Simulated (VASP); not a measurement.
# Si2W (I4/mmm) in VASP: further runs

The runs below take Si2W through relaxation of cell and atoms, vibrations by finite differences, with PBE.

All numbers are computed with VASP 6.6.1; they aren't measurements. Logs are shortened: lines on timing, memory, paths and dates and some standing lists are left out, and cuts for length are marked.

## 1. Starting point

The structure is tetragonal, space group I4/mmm (No. 139). The conventional cell has a = 3.214 Å, b = 3.214 Å, c = 7.830 Å, α = 90.00°, β = 90.00°, γ = 90.00°. Si (site symmetry 4mm) has 5 Si at 2.59 to 2.63 Å and 5 W at 2.62 Å as nearest neighbours. Around W (site symmetry 4/mmm) lie 10 Si at 2.62 Å.

## 2. Relaxation of cell and atoms, PBE

The input, INCAR:

```
PREC = Accurate
ENCUT = 520
EDIFF = 1E-7
ISMEAR = 0
SIGMA = 0.1
LREAL = F
LASPH = T
NELM = 60
ALGO = Fast
ISIF = 3
LWAVE = F
LCHARG = F
GGA = PE
IBRION = 2
NSW = 80
EDIFFG = -0.002
KPAR = 4
```

The input, KPOINTS:

```
regular mesh
0
Gamma
  12 12 12
```

The input, POSCAR:

```
Si2W
1.0
   -1.6069000000      1.6069000000      3.9149500000
    1.6069000000     -1.6069000000      3.9149500000
    1.6069000000      1.6069000000     -3.9149500000
Si W
2 1
Direct
    0.3347000000      0.3347000000      0.0000000000
    0.6653000000      0.6653000000      0.0000000000
    0.0000000000      0.0000000000      0.0000000000
```

Potentials or basis: VASP PAW PBE potentials, release 64 (Si, W_sv).

Started as:

```
$ cat potpaw_PBE.64/Si/POTCAR potpaw_PBE.64/W_sv/POTCAR > POTCAR
$ mpirun -np 4 vasp_std > vasp.out
```

OUTCAR:

```text
PREC = Accurate
   ENCUT = 520
   EDIFF = 1E-7
   ISMEAR = 0
   LREAL = F
   LASPH = T
   NELM = 60
   ISIF = 3
   GGA = PE
   IBRION = 2
   NSW = 80
   EDIFFG = -0.002

 ion  position               nearest neighbor table
   1  0.335  0.335  0.000-   2 2.59   3 2.62   3 2.62   3 2.62   3 2.62   3 2.62   2 2.63   2 2.63
                             2 2.63   2 2.63
   2  0.665  0.665  0.000-   1 2.59   3 2.62   3 2.62   3 2.62   3 2.62   3 2.62   1 2.63   1 2.63
                             1 2.63   1 2.63
   3  0.000  0.000  0.000-   2 2.62   2 2.62   2 2.62   1 2.62   2 2.62   1 2.62   1 2.62   1 2.62
                             1 2.62   2 2.62

  LATTYP: Found a body centered tetragonal cell.
 ALAT       =     3.2138000000
 C/A-ratio  =     2.4363370465

  Lattice vectors:

 A1 = (  -1.6069000000,   1.6069000000,   3.9149500000)
 A2 = (   1.6069000000,  -1.6069000000,   3.9149500000)
 A3 = (   1.6069000000,   1.6069000000,  -3.9149500000)

Analysis of symmetry for initial positions (statically):
=====================================================================
 Subroutine PRICEL returns:
 Original cell was already a primitive cell.

 Routine SETGRP: Setting up the symmetry group for a
 body centered tetragonal supercell.

 Subroutine GETGRP returns: Found 16 space group operations
 (whereof 16 operations were pure point group operations)
 out of a pool of 16 trial point group operations.

The static configuration has the point symmetry D_4h.

Analysis of symmetry for dynamics (positions and initial velocities):
=====================================================================
 Subroutine PRICEL returns:
 Original cell was already a primitive cell.

 Routine SETGRP: Setting up the symmetry group for a
 body centered tetragonal supercell.

 Subroutine GETGRP returns: Found 16 space group operations
 (whereof 16 operations were pure point group operations)
 out of a pool of 16 trial point group operations.

The dynamic configuration has the point symmetry D_4h.

 Subroutine INISYM returns: Found 16 space group operations
 (whereof 16 operations are pure point group operations),
 and found     1 'primitive' translations

----------------------------------------------------------------------------------------

                                     Primitive cell

  volume of cell :      40.4356

  direct lattice vectors                    reciprocal lattice vectors
    -1.606900000  1.606900000  3.914950000     0.000000000  0.311158131  0.127715552
     1.606900000 -1.606900000  3.914950000     0.311158131  0.000000000  0.127715552
     1.606900000  1.606900000 -3.914950000     0.311158131  0.311158131  0.000000000

  length of vectors
     4.526708376  4.526708376  4.526708376     0.336348992  0.336348992  0.440044048

  position of ions in fractional coordinates (direct lattice)
     0.334700000  0.334700000  0.000000000
     0.665300000  0.665300000  0.000000000
     0.000000000  0.000000000  0.000000000

  ion indices of the primitive-cell ions
   primitive index   ion index
                 1           1
                 2           2
                 3           3

----------------------------------------------------------------------------------------

 KPOINTS: regular mesh

Automatic generation of k-mesh.
 Grid dimensions read from file:
 generate k-points for:   12   12   12

 Generating k-lattice:

  Cartesian coordinates                     Fractional coordinates (reciprocal lattice)
     0.000000000  0.025929844  0.010642963     0.083333333  0.000000000  0.000000000
     0.025929844  0.000000000  0.010642963     0.000000000  0.083333333  0.000000000
     0.025929844  0.025929844  0.000000000     0.000000000  0.000000000  0.083333333

  Length of vectors
     0.028029083  0.028029083  0.036670337

  Shift w.r.t. Gamma in fractional coordinates (k-lattice)
     0.000000000  0.000000000  0.000000000

 Subroutine IBZKPT returns following result:
 ===========================================

 Found    163 irreducible k-points:

 Following reciprocal coordinates:
            Coordinates               Weight
  0.000000  0.000000  0.000000      1.000000
  0.083333  0.000000  0.000000      8.000000
  0.166667 -0.000000  0.000000      8.000000
  0.250000  0.000000  0.000000      8.000000
  0.333333  0.000000  0.000000      8.000000
  0.416667  0.000000  0.000000      8.000000
[... 16 lines left out ...]
  0.500000  0.166667 -0.000000     16.000000
 -0.416667  0.166667  0.000000     16.000000
 [... further k-points ...]
   k-points           NKPTS =    163   k-points in BZ     NKDIM =    163   number of bands    NBANDS=     15
   number of dos      NEDOS =    301   number of ions     NIONS =      3
   total plane-waves  NPLWV =  46656
   dimension x,y,z NGX =    36 NGY =   36 NGZ =   36
   dimension x,y,z NGXF=    72 NGYF=   72 NGZF=   72
   ions per type =               2   1
   NGX,Y,Z   is equivalent  to a cutoff of  13.22, 13.22, 13.22 a.u.
   NGXF,Y,Z  is equivalent  to a cutoff of  26.44, 26.44, 26.44 a.u.
 SYSTEM =  unknown system
   PREC   = accura    normal or accurate (medium, high low for compatibility)
   ISTART =      0    job   : 0-new  1-cont  2-samecut
   ICHARG =      2    charge: 1-file 2-atom 10-const
   ISPIN  =      1    spin polarized calculation?
   LNONCOLLINEAR =      F non collinear calculations
   LSORBIT =      F    spin-orbit coupling
   LASPH  =      T    aspherical Exc in radial PAW
   ENCUT  =  520.0 eV  38.22 Ry    6.18 a.u.   8.42  8.42  8.42*2*pi/ulx,y,z
   NELM   =     60;   NELMIN=  2; NELMDL= -5     # of ELM steps
   EDIFF  = 0.1E-06   stopping-criterion for ELM
   LREAL  =      F    real-space projection
   EDIFFG = -.2E-02   stopping-criterion for IOM
   NSW    =     80    number of steps for IOM
   IBRION =      2    ionic relax: 0-MD 1-quasi-New 2-CG
   NFREE  =      1    steps in history (QN), initial steepest desc. (CG)
   ISIF   =      3    stress and relaxation
   ISYM   =      2    0-nonsym 1-usesym 2-fastsym
   POTIM  = 0.5000    time-step for ionic-motion
   TEBEG  =    0.0;   TEEND  =   0.0 temperature during run
   PSTRESS=    0.0 pullay stress
   NELECT =      22.0000    total number of electrons
   NUPDOWN=      -1.0000    fix difference up-down
   EMIN   =  10.00;   EMAX   =-10.00  energy-range for DOS
   EFERMI =   0.00;   METHOD = LEGACY
   ISMEAR =     0;   SIGMA  =   0.10  broadening in eV -4-tet -1-fermi 0-gaus
   EFERMI_NEDOS =   21; number of points for ismear=-14 and -15
   IALGO  =     68    algorithm
   IMIX   =      4    mixing-type and parameters
     AMIX     =   0.40;   BMIX     =  1.00
     AMIX_MAG =   1.60;   BMIX_MAG =  1.00
  volume/ion in A,a.u.               =      13.48        90.96
  Fermi-wavevector in a.u.,A,eV,Ry     =   1.336476  2.525573 24.302284  1.786167
  Thomas-Fermi vector in A             =   2.465099
   LORBIT       =      0    0 simple, 1 ext, 2 COOP (PROOUT), +10 PAW based schemes
   GGA     = PE    functional components
   LHFCALC =     F    Hartree Fock is set to
   AEXX    =    0.0000 exact exchange contribution
   IVDW    =     0    specifies the selected vdW correction
   LEPSILON=     F    determine dielectric tensor
   LRPA    =     F    only Hartree local field effects (RPA)
 conjugate gradient relaxation of ions
 non-spin polarized calculation
 RMM-DIIS sequential band-by-band and
 Gauss-broadening in eV      SIGMA  =   0.10
  energy-cutoff  :      520.00
  volume of cell :       40.44
 maximum number of plane-waves:      1118
 NGX is ok and might be reduce to    36
   NGX = 17   NGY = 17   NGZ = 17

--------------------------------------- Ionic step        1  -------------------------------------------

 number of electron      21.9999999 magnetization

 Free energy of the ion-electron system (eV)
  ---------------------------------------------------
  ext. energy  EPLUGINS =         0.00000000
  ---------------------------------------------------
  free energy    TOTEN  =       -24.80884140 eV

  energy without entropy =      -24.80773222  energy(sigma->0) =      -24.80828681

------------------------ aborting loop because EDIFF is reached ----------------------------------------

  FORCE on cell =-STRESS in cart. coord.  units (eV):
  Direction    XX          YY          ZZ          XY          YZ          ZX
  --------------------------------------------------------------------------------------
  -------------------------------------------------------------------------------------
  Total        0.8087020      0.8087020      0.9407195      0.0000000      0.0000000      0.0000000
  in kB       32.0431493     32.0431493     37.2740692      0.0000000      0.0000000      0.0000000
  external PRESSURE =      33.7867893 kB  Pullay stress =       0.0000000 kB

 VOLUME and BASIS-vectors are now :
 -----------------------------------------------------------------------------
  energy-cutoff  :      520.00
  volume of cell :       40.44
      direct lattice vectors                 reciprocal lattice vectors
    -1.606900000  1.606900000  3.914950000     0.000000000  0.311158131  0.127715552
     1.606900000 -1.606900000  3.914950000     0.311158131  0.000000000  0.127715552
     1.606900000  1.606900000 -3.914950000     0.311158131  0.311158131  0.000000000
[... 260 lines left out ...]
 POSITION                                       TOTAL-FORCE (eV/Angst)
 -----------------------------------------------------------------------------------
      0.00000      0.00000      2.63179        -0.000000     -0.000000     -0.002259
      0.00000      0.00000      5.23715        -0.000000     -0.000000      0.002259
      0.00000      0.00000      0.00000         0.000000      0.000000      0.000000
 -----------------------------------------------------------------------------------
    total drift:                               -0.000000      0.000000     -0.000000

  FREE ENERGIE OF THE ION-ELECTRON SYSTEM (eV)
  ---------------------------------------------------
  free  energy   TOTEN  =       -24.8151612087 eV

  energy  without entropy=      -24.8140633577  energy(sigma->0) =      -24.81461228

--------------------------------------- Ionic step        9  -------------------------------------------

 number of electron      22.0000000 magnetization

 Free energy of the ion-electron system (eV)
  ---------------------------------------------------
  ext. energy  EPLUGINS =         0.00000000
  ---------------------------------------------------
  free energy    TOTEN  =       -24.81516136 eV

  energy without entropy =      -24.81406386  energy(sigma->0) =      -24.81461261

 E-fermi :  11.7676     XC(G=0): -12.4592

 val. band max:       11.7138081870   @ k =  -0.3333  -0.4167   0.3333
 cond. band min:      11.7757064816   @ k =  -0.4167  -0.4167   0.3333
 fundamental gap:      0.0618982946
 Fermi energy:        11.7675739842

 k-point     1 :       0.0000    0.0000    0.0000
  band No.  band energies     occupation
      1     -62.1372      2.00000
      2     -26.3818      2.00000
      3     -26.3706      2.00000
      4     -26.3706      2.00000
      5      -2.2059      2.00000
      6       4.9972      2.00000
      7       7.9899      2.00000
      8       8.5042      2.00000
      9       8.9456      2.00000
     10       8.9456      2.00000
     11      12.3549      0.00000
     12      14.3972      0.00000
     13      14.7298      0.00000
     14      14.7905      0.00000
     15      14.7905      0.00000
[... 397 lines left out ...]
 k-point    24 :      -0.4167    0.1667    0.0000
  band No.  band energies     occupation
      1     -62.1289      2.00000
      2     -26.5542      2.00000
      3     -26.4022      2.00000
      4     -26.3613      2.00000
      5       0.8397      2.00000
      6       3.5062      2.00000
      7       6.0631      2.00000
      8       7.2457      2.00000
      9       8.9141      2.00000
     10       9.4077      2.00000
     11       9.5780      2.00000
     12      13.7905      0.00000
     13      14.3776      0.00000
     14      15.0941      0.00000
     15      16.3996      0.00000

 [... further k-points ...]

------------------------ aborting loop because EDIFF is reached ----------------------------------------

  FORCE on cell =-STRESS in cart. coord.  units (eV):
  Direction    XX          YY          ZZ          XY          YZ          ZX
  --------------------------------------------------------------------------------------
  -------------------------------------------------------------------------------------
  Total       -0.0032590     -0.0032590      0.0025867      0.0000000      0.0000000     -0.0000000
  in kB       -0.1272576     -0.1272576      0.1010068      0.0000000      0.0000000     -0.0000000
  external PRESSURE =      -0.0511695 kB  Pullay stress =       0.0000000 kB

 VOLUME and BASIS-vectors are now :
 -----------------------------------------------------------------------------
  energy-cutoff  :      520.00
  volume of cell :       41.03
      direct lattice vectors                 reciprocal lattice vectors
    -1.614655892  1.614655892  3.934519417     0.000000000  0.309663503  0.127080323
     1.614655892 -1.614655892  3.934519417     0.309663503  0.000000000  0.127080323
     1.614655892  1.614655892 -3.934519417     0.309663503  0.309663503  0.000000000

 POSITION                                       TOTAL-FORCE (eV/Angst)
 -----------------------------------------------------------------------------------
      1.61466      1.61466     -1.30271         0.000000      0.000000     -0.001865
      0.00000      0.00000      5.23723        -0.000000     -0.000000      0.001865
      0.00000      0.00000      0.00000        -0.000000     -0.000000      0.000000
 -----------------------------------------------------------------------------------
    total drift:                               -0.000000     -0.000000      0.000000

  FREE ENERGIE OF THE ION-ELECTRON SYSTEM (eV)
  ---------------------------------------------------
  free  energy   TOTEN  =       -24.8151613625 eV

  energy  without entropy=      -24.8140638589  energy(sigma->0) =      -24.81461261

 reached required accuracy - stopping structural energy minimisation
```

Wall time 1.9 min (4 MPI ranks of Intel Xeon 6975P-C (Granite Rapids), shared host); peak memory 0.29 GiB.

Results:

| Property | Result |
| --- | --- |
| Free energy | -24.8152 eV |
| Relaxed volume | 13.68 Å³/atom |
| Relaxed cell | a = 4.549 Å, b = 4.549 Å, c = 4.549 Å, α = 138.42°, β = 138.42°, γ = 60.26° |
| Space group after relaxing (to 0.05 Å) | I4/mmm (No. 139) |
| Energy gained by relaxing | 2.1 meV/atom |
| Ionic steps | 9 |
| Pressure after relaxing | 0.0 GPa |
| Band gap on the k mesh | none (metal or under the smearing width) |

The path:
| step | energy change (eV) | largest force (eV/Å) | pressure (GPa) | volume (Å³) |
| --- | --- | --- | --- | --- |
| 1 | 0.0000 | 0.0802 | 3.38 | 40.44 |
| 2 | 0.0136 | 0.1004 | -5.57 | 42.12 |
| 3 | -0.0063 | 0.0121 | -0.02 | 41.03 |
| 4 | -0.0063 | 0.0134 | 0.04 | 41.02 |
| 5 | -0.0063 | 0.0032 | 0.04 | 41.02 |
| 6 | -0.0063 | 0.0047 | 0.04 | 41.02 |
| 7 | -0.0063 | 0.0011 | -0.06 | 41.04 |
| 8 | -0.0063 | 0.0023 | -0.01 | 41.03 |
| 9 | -0.0063 | 0.0019 | -0.01 | 41.03 |

Final structure:
```cif
data_structure
_symmetry_space_group_name_H-M 'P 1'
_symmetry_Int_Tables_number 1
_cell_length_a 4.5491
_cell_length_b 4.5491
_cell_length_c 4.5491
_cell_angle_alpha 138.421
_cell_angle_beta 138.421
_cell_angle_gamma 60.259
_cell_volume 41.03
loop_
_atom_site_label
_atom_site_type_symbol
_atom_site_fract_x
_atom_site_fract_y
_atom_site_fract_z
_atom_site_occupancy
Si1 Si 0.33445 0.33445 0.00000 1
Si2 Si 0.66555 0.66555 0.00000 1
W1 W 0.00000 0.00000 0.00000 1
```

Levels at points of the mesh, in eV from the Fermi level:
| k point | band 9 | band 10 | band 11 | band 12 | band 13 | band 14 |
| --- | --- | --- | --- | --- | --- | --- |
| (0.00, 0.00, 0.00) | -2.82 | -2.82 | 0.59 | 2.63 | 2.96 | 3.02 |
| (0.50, 0.00, 0.00) | -2.76 | -2.73 | -0.44 | 2.63 | 2.74 | 3.89 |
| (0.50, 0.50, 0.00) | -4.98 | -3.21 | -1.77 | 2.71 | 2.89 | 3.05 |
| (0.50, 0.50, 0.50) | -0.87 | -0.87 | -0.51 | -0.51 | 0.76 | 4.42 |

The run has no spin-orbit coupling, so splittings on W are missing. Zero-point motion and thermal expansion aren't in these numbers.

(Part 1 of 2 ends here.)
